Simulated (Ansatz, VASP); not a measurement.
# TePb (Altaite) in two plane-wave programs, part 2 of 2

Wanted: the spread between two codes on one cell, functional and k mesh. The cell is a member of a volume series, scaled by 1.015 from a relaxed one, so a pressure remains.

VASP 6.6.1 and Ansatz 0.2.0.

So far. Step 7 (Ansatz: single point, LDA, volume scaled by 0.97): The run ends at a pressure of 1.50 GPa.

**9. VASP: single point, r2SCAN, volume scaled by 0.985**

Level of this step: r2SCAN; plane waves and PAW (Pb_d, Te) (VASP).

With cell and atoms fixed, the geometry can't cause a difference; cores, projectors, grids and the points listed under the comparison can. The cell compared in this pair holds 68.72 Å³, against 63.12 Å³ for the pair before.

The input asks for a relaxation, which ended at its first step since no free force or stress exceeded the threshold; so it serves as a single point.

Input file INCAR:

```
SYSTEM = TePb
PREC = Accurate
ENCUT = 500
EDIFF = 1E-06
NELM = 100
ISMEAR = 0
SIGMA = 0.03
LREAL = .FALSE.
ALGO = Normal
METAGGA = R2SCAN
LASPH = .TRUE.
NBANDS = 16
LORBIT = 11
LWAVE = .FALSE.
LCHARG = .FALSE.
KPAR = 4
IBRION = 2
NSW = 30
ISIF = 4
EDIFFG = -0.01
```

Input file POSCAR:

```
TePb
1.0
    0.0000000000      3.2510440755      3.2510440755
    3.2510440755      0.0000000000      3.2510440755
    3.2510440755      3.2510440755      0.0000000000
Pb Te
1 1
Direct
    0.0000000000      0.0000000000      0.0000000000
    0.5000000000      0.5000000000      0.5000000000
```

Input file KPOINTS:

```
Automatic mesh
0
Gamma
6 6 6
0 0 0
```

Potentials, in the order of the species: Pb_d and Te (PBE family, release 64).

On the command line:

```
> mpirun -np 4 vasp_std
```

Numbers of over 12 decimals in the logs are rounded to 6 here.

The program printed:

```text
[banner, memory and clock lines left out]
running    4 mpi-ranks, on    1 nodes
[...]
|                                                                             |
|               ----> ADVICE to this user running VASP <----                  |
|                                                                             |
|     You enforced a specific xc type in the INCAR file but a different       |
|     [... a line on the potential file left out ...]
|     I HOPE YOU KNOW WHAT YOU ARE DOING!                                     |
|                                                                             |

 LDA part: xc-table for (None), standard interpolation
 POSCAR, INCAR and KPOINTS ok, starting setup
[...]
entering main loop
       N       E                     dE             d eps       ncg     rms          rms(c)
DAV:   1     0.748129317247E+02    0.74813E+02   -0.91400E+03   512   0.120E+03
DAV:   2    -0.765397639818E+02   -0.15135E+03   -0.14837E+03   544   0.311E+02
DAV:   3    -0.868273017272E+02   -0.10288E+02   -0.10220E+02   680   0.864E+01
DAV:   4    -0.870737458954E+02   -0.24644E+00   -0.24641E+00   656   0.164E+01
[...]
DAV:  12    -0.827038418656E+02   -0.41681E-05   -0.83228E-05   728   0.118E-01    0.205E-02
DAV:  13    -0.827038405835E+02    0.12822E-05   -0.37472E-06   624   0.275E-02    0.782E-03
DAV:  14    -0.827038405549E+02    0.28580E-07   -0.45291E-07   352   0.101E-02
   1 F= -.82703841E+02 E0= -.82703841E+02  d E =-.827038E+02
[...]
reached required accuracy - stopping structural energy minimisation
```

Parts of OUTCAR (step 9):

```text
  Total        0.2896278      0.2896278      0.2896278     -0.0000000      0.0000000     -0.0000000
  in kB        6.7523075      6.7523075      6.7523075     -0.0000000      0.0000000     -0.0000000
  external PRESSURE =       6.7523075 kB  Pullay stress =       0.0000000 kB

 POSITION                                       TOTAL-FORCE (eV/Angst)
 -----------------------------------------------------------------------------------
      0.00000      0.00000      0.00000         0.000000     -0.000000     -0.000000
      3.25104      3.25104      3.25104         0.000000      0.000000      0.000000
 -----------------------------------------------------------------------------------
    total drift:                               -0.000000      0.000000      0.000000

  FREE ENERGIE OF THE ION-ELECTRON SYSTEM (eV)
  ---------------------------------------------------
  free  energy   TOTEN  =       -82.7038405549 eV

  energy  without entropy=      -82.7038405549  energy(sigma->0) =      -82.70384055

[... 2 parts as in an earlier step ...]

[... 2 further parts left out ...]
[key lines of the parts left out:]
E-fermi :   5.4298
```

**10. Ansatz: single point, r2SCAN, volume scaled by 0.985**

The same cell, functional, mesh and smearing now go to Ansatz, which takes its cutoff from its data sets.

The cell is a member of a volume series, scaled by 0.985 from a relaxed one, so a pressure remains.

Input file input.yaml:

```yaml
crystal:
  lattice:
    - [0.0, 3.25104408, 3.25104408]
    - [3.25104408, 0.0, 3.25104408]
    - [3.25104408, 3.25104408, 0.0]
  atoms:
    - { symbol: Pb, position: [0.0, 0.0, 0.0] }
    - { symbol: Te, position: [0.5, 0.5, 0.5] }
hamiltonian:
  xc: r2scan
  pseudopotentials: { kind: paw }
kpoints:
  mp_grid: { grid: [6, 6, 6] }
scf:
  occupations: { method: gaussian, width: 0.03 }
  n_extra_bands: 4
output:
  forces: true
  stress: true
  eigenvalues: true
```

On the command line:

```
> ansatz run input.yaml --threads 2 --pin off --max-ram 4608MiB --backend cpu --events-out ev --progress --plain --runs-dir out
```

The program printed:

```text
[...]
Crystal: 2 atoms, lattice volume = 68.722 Å³
Basis set: ecut = 500 eV, 1807 PW (Γ), exchange–correlation on 144×144×144 points (64 copies of the dense FFT grid, shifted against one another)
Bands: 19, of which v1, the nominal top of the filled ones, is band 15 counted from 1 (14 counted from 0)
Symmetry: 48 space group operations
[...]
k-points: 16 of 216
[...]
--- Band table (eV; the first three rows and the last of 16) ---
  k-point 0: bands = [... 11 lower, 2.6174, 6.8623, 6.8623, 6.8623, 12.6144, 12.6144, 12.6144, 14.5292]
  k-point 1: bands = [... 11 lower, 1.8449, 6.9384, 6.9384, 7.3001, 11.4651, 11.6561, 11.6561, 14.3782]
  k-point 2: bands = [... 11 lower, 0.3904, 7.1570, 7.1570, 7.9336, 10.0318, 10.3373, 10.3373, 15.3385]
  k-point 15: bands = [... 11 lower, 0.2863, 4.0819, 4.8960, 6.9993, 11.3098, 12.9768, 14.6161, 14.6416]
[key lines of the parts left out:]
SCF converged after 6 iterations
Free energy (F): -18916.684819 eV
Fermi energy:    8.819029 eV
P = ⅓ Tr σ = 0.6723 GPa (6.723 kbar)
```

The job ended after 4.2 s (2 threads of Arm Neoverse N1, shared host; peak memory 0.52 GiB).

The run ends at a pressure of 0.67 GPa.

**11. Differences**

What differs besides the data sets and the points named for the pairs above, as far as they apply: VASP keeps PBE cores, Ansatz makes them for the functional. Total energies have different zeros and are not compared.

Both answers:

```csv
quantity,Ansatz,VASP,difference
pressure (GPa),0.67,0.68,0.00
gap on the k mesh (eV),1.058,1.061,-0.004
```

A gap on the mesh is an upper bound, since the band edges may lie between its points; neither run holds spin-orbit coupling, which can move the band edges of a compound of Pb. Ansatz's pressure holds a Pulay correction of 0.01 GPa; VASP's holds none.

**12. Summary of results**

```json
{"difference in gap on the k mesh (single point, LDA, volume scaled by 1.015)": "0.015 eV", "difference in gap on the k mesh (single point, LDA, volume scaled by 0.97)": "0.017 eV", "difference in gap on the k mesh (single point, r2SCAN, volume scaled by 0.985)": "-0.0037 eV"}
```

In words: The difference in gap on the k mesh is 0.017 eV (single point, LDA, volume scaled by 0.97), within the 0.08 eV picked in this series as the mark of a large difference. For single point, LDA, volume scaled by 1.015, no further run moves any of the tabulated differences by more than a quarter of its size. 2 further runs of this series are not shown here. How closely two codes agree says nothing of how well the functional describes the real material.

[Lines on the potential files, build, host, timing and source positions are cut from VASP's logs without a mark.]

[Logs are printed without paths, hosts, clocks, repeated set-up lines and the standing remarks that a program may print on its own settings, such as how far it seeks lower states.]

[Hosts, paths, dates, database ids (printed as entryN), source tags and the programs' standing remarks are cut or masked in the printed files.]
